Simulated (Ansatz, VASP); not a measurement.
# Two plane-wave programs on Nb

```
Nb
1.0
    -0.88045    1.76090    1.76090
     1.76090   -0.88045    1.76090
     1.76090    1.76090   -0.88045
Nb
1
Direct
  0.00000 0.00000 0.00000
```

Alike in both runs: task single point; functional r2SCAN; k mesh 22 × 22 × 22; occupations gaussian, width 0.15 eV; no spin polarisation.

|  | VASP | Ansatz |
| --- | --- | --- |
| version | VASP 6.6.1 | Ansatz 0.2.0 |
| potentials or method | VASP PAW PBE potentials, release 64 (Nb_sv) | scalar-relativistic, plane waves, PAW |
| plane-wave cutoff (eV) | 520 | 500 |
| valence electrons in the cell | 13 | 13 |

|  | VASP | Ansatz | Ansatz less VASP |
| --- | --- | --- | --- |
| gap on the k mesh at the Fermi level (eV) | none | none | - |
| pressure (GPa) | 11.7 | 11.7 | +0.01 |

A gap of «none» marks a metal or a gap that the smearing closes.

Caveats: the PAW data sets were made with another functional, which shifts forces and pressure a little (VASP).
